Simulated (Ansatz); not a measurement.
Ligand exchange: C2H8InN + C3H8O → C2H7InO + C3H9N

Species: C2H8InN `C[CH2][InH][NH2]`, singlet; C3H8O (1-propanol) `CCCO`, singlet; C2H7InO `C[CH2][InH][OH]`, singlet; C3H9N (propylamine) `CCCN`, singlet. The partners trade NH2 for OH: In–NH2 and C–OH bonds give way to In–OH and C–NH2.

Shapes, held fixed at every level: PBE0-D4/def2-TZVP. Flexible molecules stand in one conformer, not always the lowest. Programs: Ansatz 0.2.0. Electronic energies: no zero-point or thermal term.

```csv
level,kind,ΔE (kJ/mol),less CCSD(T)/def2-TZVPP
HF/def2-TZVPP,Hartree–Fock,-25.6,+2.7
r2SCAN-D4/def2-TZVPP,meta-GGA,-31.1,-2.8
PBE0-D4/def2-TZVPP,global hybrid,-29.3,-1.0
wB97M-V/def2-TZVPP,range-separated hybrid,-28.3,0.0
B2PLYP/def2-TZVPP,double hybrid,-30.9,-2.6
MP2/def2-TZVPP,perturbation theory,-30.1,-1.8
CCSD(T)/def2-TZVPP,coupled cluster or CI,-28.3,0.0
```

The highest level, CCSD(T)/def2-TZVPP, gives ΔE = -28.3 kJ/mol; the levels span -31.1 to -25.6. The column of differences is taken from that level and isn't an error. No measured value is set beside it here. For atoms past krypton def2 sets carry core potentials with scalar relativity. Outer-core shells of In are correlated in most correlated rows, in sets that cover them unevenly.

Exchange of NH2 for OH at indium is downhill at every level, with -28.3 kJ/mol from coupled cluster: indium prefers oxygen over nitrogen more strongly than carbon does. Carbon also binds OH more strongly than NH2, so the reaction energy measures the difference between two preferences, not the In–O bond strength itself. The main cause is probably bond polarity. Electropositive indium gains more than carbon from the more electronegative partner, through a larger ionic contribution to the bond. Nitrogen is the better π donor into the formally empty p orbital of three-coordinate indium, but this evidently doesn't offset the advantage of oxygen.

Hartree–Fock already recovers most of the exothermicity, as expected if polarity and electrostatics dominate, and because the number of bonds of each broad type is conserved, much of the correlation energy cancels. The preference applies to isolated monomers; bridging through oxygen or nitrogen, common in indium hydroxides and amides, could shift the balance in condensed phases.
